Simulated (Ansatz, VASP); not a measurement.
# One calculation of TiAl, two programs

File INCAR:

```
ALGO     = Normal         # electronic algorithm
EDIFF    = 1E-7           # SCF threshold, eV
ENCUT    = 520            # plane-wave cutoff, eV
GGA      = PS             # functional
ISIF     = 2              # what is computed and relaxed
ISMEAR   = -1             # smearing method
LASPH    = T              # aspherical terms in the spheres
LCHARG   = F              # write CHGCAR
LREAL    = F              # projectors in reciprocal space
LWAVE    = F              # write WAVECAR
NBANDS   = 14             # bands
NELM     = 100            # most SCF steps
PREC     = Accurate       # precision mode
SIGMA    = 0.05           # smearing width, eV
```

Contents of KPOINTS:

```
k-points
0
Gamma
  8 8 8
```

The input POSCAR:

```
TiAl
1.0
    3.2001180175      0.0000000000      0.0000000000
    0.0000000000      3.2001180175      0.0000000000
    0.0000000000      0.0000000000      3.2001180175
Ti Al
1 1
Direct
    0.0000000000      0.0000000000      0.0000000000
    0.5000000000      0.5000000000      0.5000000000
```

The input input.yaml:

```yaml
crystal:
  lattice:
    - [3.2001180175, 0.0, 0.0]
    - [0.0, 3.2001180175, 0.0]
    - [0.0, 0.0, 3.2001180175]
  atoms:
    - { symbol: Ti, position: [0.0, 0.0, 0.0] }
    - { symbol: Al, position: [0.5, 0.5, 0.5] }
kpoints:
  mp_grid: { grid: [8, 8, 8] }
scf:
  occupations: { method: fermi_dirac, width: 0.05 }
hamiltonian:
  xc: pbesol
  pseudopotentials: { kind: all_electron, lapw: { basis_error: 0.001 } }
output:
  forces: true
  stress: true
  eigenvalues: true
```

Change from the starting cell: volume scaled by 1.02.

Alike in both runs: task single point; functional PBEsol; k mesh 8 × 8 × 8; occupations fermi-dirac, width 0.05 eV; no spin polarisation.

|  | VASP | Ansatz |
| --- | --- | --- |
| version | VASP 6.6.1 | Ansatz 0.2.0 |
| potentials or method | VASP PAW PBE potentials, release 64 (Ti_sv, Al) | all-electron LAPW, scalar-relativistic |
| plane-wave cutoff (eV) | 520 | see its input |

Ansatz gave:

* gap on the k mesh at the Fermi level (eV): none
* pressure (GPa): -4.5

Task: Which values does VASP return?

Result: gap on the k mesh at the Fermi level (eV): none; pressure (GPa): -4.4.

A gap of «none» marks a metal or a gap that the smearing closes. Ansatz ran all-electron here, so the differences hold the error of VASP's frozen core and of both bases.

Caveats: the PAW data sets were made with another functional, which shifts forces and pressure a little (VASP).
